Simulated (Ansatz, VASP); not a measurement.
**As: VASP beside Ansatz**

```
As
1.0
     0.00000    3.05368    3.05368
     3.05368    0.00000    3.05368
     3.05368    3.05368    0.00000
As
2
Direct
  0.87500 0.87500 0.87500
  0.12500 0.12500 0.12500
```

Alike in both runs: functional PBE; k mesh 13 × 13 × 13; occupations fermi-dirac, width 0.08 eV; no spin polarisation.

Ansatz relaxed the structure, and its values are those at the end. VASP's run is a single point on that final structure, the one shown.

|  | VASP | Ansatz |
| --- | --- | --- |
| version | VASP 6.6.1 | Ansatz 0.2.0 |
| potentials or method | VASP PAW PBE potentials, release 64 (As) | PAW with Ansatz's default frozen-core files, scalar-relativistic |
| plane-wave cutoff (eV) | 520 | 420 |
| valence electrons in the cell | 10 | 30 |

VASP gave:

| Item | Value |
| --- | --- |
| pressure (GPa) | 0.1 |

Task: Which values does Ansatz return?

Result: Pressure (GPa): 0.0.

The two sets of potentials don't hold the same shells in valence.
